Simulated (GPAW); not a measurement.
Runs of GPAW 26.7.0 on SnTe. The structure is cubic, space group Fm-3m (No. 225). The conventional cell has a = 6.302 Å, b = 6.302 Å, c = 6.302 Å, α = 90.00°, β = 90.00°, γ = 90.00°. Te (site symmetry m-3m) has 6 Sn at 3.15 Å as nearest neighbours. Sn (site symmetry m-3m) is surrounded by 6 Te at 3.15 Å. 

```tsv
task	level	potentials or basis	spin	cell	k mesh	band path	band points	spin axis theta (degrees)	spin axis phi (degrees)	eigensolver	gap on the mesh (eV)	pressure (GPa)	V0 of scaled cells (Å³/atom)	B0 (GPa)
single point	PBEsol	PAW data sets generated in the run's folder for this functional, pw	off	atoms moved at random, drawn with an rms of 0.05 Å	7 × 7 × 7	-	-	-	-	-	0.67	-0.6	-	-
band structure	AM05	PAW data sets generated in the run's folder for this functional, pw	SOC, no magnetisation	as given	6 × 6 × 6	GXWKGLUWLK,UX	60	0	0	-	0.32	(c)	-	-
equation of state	PW91	PAW data sets generated in the run's folder for this functional, pw	off	as given	6 × 6 × 6	-	-	-	-	-	-	-	(b)	40
equation of state	revPBE+D3	the program's PAW data sets (release 1.2.1) made for this functional, pw	off	as given	6 × 6 × 6	-	-	-	-	-	-	-	32.15	42
band structure	revTPSS	GPAW PAW data sets (gpaw-data 1.2.1), pw	SOC, no magnetisation	as given	6 × 6 × 6	GXWKGLUWLK,UX	80	90	45	davidson	0.29	(a)	-	-
```

Alike in all rows: cutoff (eV) 600; smearing fermi-dirac 0.05 eV.

Task: Estimate the missing entries.

Result: (a) 0.2; (b) 32.70; (c) -0.3.

Caveats: spin-orbit coupling was added after a scalar SCF, so levels and gaps hold it while energy, forces, pressure and moments don't (some runs); this program's spin-orbit splittings come out too wide for heavy elements (some runs); spin-orbit coupling is left out, which moves the levels of the heavy elements (some runs); an odd mesh through Γ misses points on the zone boundary, where band edges often lie (some runs); the PAW data sets were made with another functional, which shifts forces and pressure a little (some runs).

A k mesh can miss the band edges, and rows without SOC leave out spin-orbit coupling on Sn, Te.

Runs at the PBE level aren't shown here.
